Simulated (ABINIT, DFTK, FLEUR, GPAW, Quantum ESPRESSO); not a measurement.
# The net moment per atom of FePt, sorted by core time

```cif
data_structure
_symmetry_space_group_name_H-M 'P4/mmm'
_symmetry_Int_Tables_number 123
_cell_length_a 2.7235
_cell_length_b 2.7235
_cell_length_c 3.7200
_cell_angle_alpha 90.000
_cell_angle_beta 90.000
_cell_angle_gamma 90.000
_cell_volume 27.59
loop_
_atom_site_label
_atom_site_type_symbol
_atom_site_symmetry_multiplicity
_atom_site_Wyckoff_symbol
_atom_site_fract_x
_atom_site_fract_y
_atom_site_fract_z
_atom_site_occupancy
Pt1 Pt 1 d 0.50000 0.50000 0.50000 1
Fe1 Fe 1 a 0.00000 0.00000 0.00000 1
```

| rung | level | program and potentials | cutoff (eV) | k mesh | smearing | task | core time | chip | net moment per atom (μB) | notes |
| --- | --- | --- | --- | --- | --- | --- | --- | --- | --- | --- |
| GGA | PBE | ABINIT, JTH PAW PBE v2.0 | 707 | 4 × 4 × 3 | fermi-dirac 0.05 | single point | 36 s | Arm Neoverse V1 | 1.65 | coarse mesh; 13 valence electrons an atom on average |
| GGA | PBEsol | ABINIT, JTH PAW PBE v2.0 | 707 | 4 × 4 × 3 | fermi-dirac 0.05 | single point | 54 s | Arm Neoverse V1 | 1.66 | coarse mesh; potentials made for PBE; 13 valence electrons an atom on average |
| GGA | OLYP | Quantum ESPRESSO, GBRV 1.5 PBE | 612 | 10 × 10 × 7 | fermi-dirac 0.05 | real-space fields | 69 s | Arm Neoverse V2 | 1.72 | potentials made for PBE; 16 valence electrons an atom on average |
| GGA | PBE | ABINIT, JTH PAW PBE v2.0 | 707 | 6 × 6 × 4 | fermi-dirac 0.05 | single point | 73 s | Arm Neoverse V1 | 1.64 | coarse mesh; 13 valence electrons an atom on average |
| LDA | LDA | GPAW, PAW data sets generated for this functional | 600 | 7 × 7 × 5 | fermi-dirac 0.05 | band structure | 79 s | Arm Neoverse V1 | 1.58 | 12 valence electrons an atom on average |
| GGA | PBE | GPAW, PAW data sets generated for this functional | 600 | 7 × 7 × 5 | fermi-dirac 0.05 | band structure | 81 s | Arm Neoverse V1 | 1.64 | 12 valence electrons an atom on average |
| GGA | PBEsol | ABINIT, JTH PAW PBE v2.0 | 707 | 6 × 6 × 4 | fermi-dirac 0.05 | single point | 93 s | Arm Neoverse V1 | 1.65 | coarse mesh; potentials made for PBE; 13 valence electrons an atom on average |
| LDA + U (6 eV) | LDA+U (Fe d U = 6 eV, Pt d U = 5.3 eV) | GPAW, the program's PAW data sets (release 1.2.1) made for this functional | 600 | 7 × 7 × 5 | fermi-dirac 0.05 | band structure | 1.8 min | Arm Neoverse V1 | 1.89 | 12 valence electrons an atom on average |
| GGA | PBE | ABINIT, JTH PAW PBE v2.0 | 707 | 8 × 8 × 6 | fermi-dirac 0.05 | single point | 2.5 min | Arm Neoverse V1 | 1.68 | 13 valence electrons an atom on average |
| GGA | PBEsol | ABINIT, JTH PAW PBE v2.0 | 707 | 8 × 8 × 6 | fermi-dirac 0.05 | single point | 2.6 min | Arm Neoverse V1 | 1.67 | potentials made for PBE; 13 valence electrons an atom on average |
| GGA | BLYP | FLEUR, all-electron, FLAPW | - | 10 × 10 × 7 | fermi-dirac 0.05 | band structure | 3.1 min | Arm Neoverse V2 | 1.61 | - |
| GGA | PBE | ABINIT, JTH PAW PBE v2.0 | 707 | 10 × 10 × 7 | fermi-dirac 0.05 | single point | 3.1 min | Arm Neoverse V1 | 1.65 | 13 valence electrons an atom on average |
| GGA | PBEsol | Quantum ESPRESSO, PseudoDojo 0.4.1 SR PBEsol standard | 1225 | 10 × 10 × 7 | fermi-dirac 0.05 | band structure | 3.2 min | Arm Neoverse V2 | 1.67 | 17 valence electrons an atom on average |
| GGA | PBE | Quantum ESPRESSO, PseudoDojo 0.4.1 SR PBE standard | 1225 | 10 × 10 × 7 | fermi-dirac 0.05 | band structure | 3.4 min | AMD EPYC 7R43 Zen 3 | 1.68 | 17 valence electrons an atom on average |
| LDA | LDA | Quantum ESPRESSO, PseudoDojo 0.4.1 SR LDA standard | 1225 | 10 × 10 × 7 | fermi-dirac 0.05 | band structure | 3.9 min | Arm Neoverse V1 | (a) | 17 valence electrons an atom on average |
| GGA | PBE | FLEUR, all-electron, FLAPW | - | 10 × 10 × 7 | fermi-dirac 0.05 | single point | 8.1 min | Arm Neoverse V1 | 1.64 | - |
| GGA | PBEsol | Quantum ESPRESSO, GBRV 1.5 PBEsol | 612 | 7 × 7 × 5 | gaussian 0.2 | phonons | 8.7 min | Arm Neoverse V2 | 1.62 | coarse mesh; 16 valence electrons an atom on average |
| GGA | PBE | DFTK, PseudoDojo SR PBE 0.4.1 standard (PBE) | 1225 | 10 × 10 × 7 | fermi-dirac 0.05 | single point | 14 min | Intel Xeon Platinum 8259CL Skylake/Cascade Lake | 1.68 | 17 valence electrons an atom on average |

Times are single runs on shared hosts and different chips, so they are rough; meshes, cutoffs and the tasks' sizes weigh on the time. All rows: collinear spin, ferromagnetic start. Smearing widths are in eV. The cell comes from a database and isn't always the measured one. For a metal such meshes aren't converged. Meshes differ between rows, which moves values too. Meshes are those of the run's cell of 2 atoms unless a note names another. A magnetic state is the one that its parallel start led to; the crystal's real order can differ. Runs on faulty files, with rough fits or with known faults for this quantity aren't shown. No row holds spin-orbit coupling.

Problem. Estimate the value left out from the other rows.

Solution. (a) 1.63 μB.
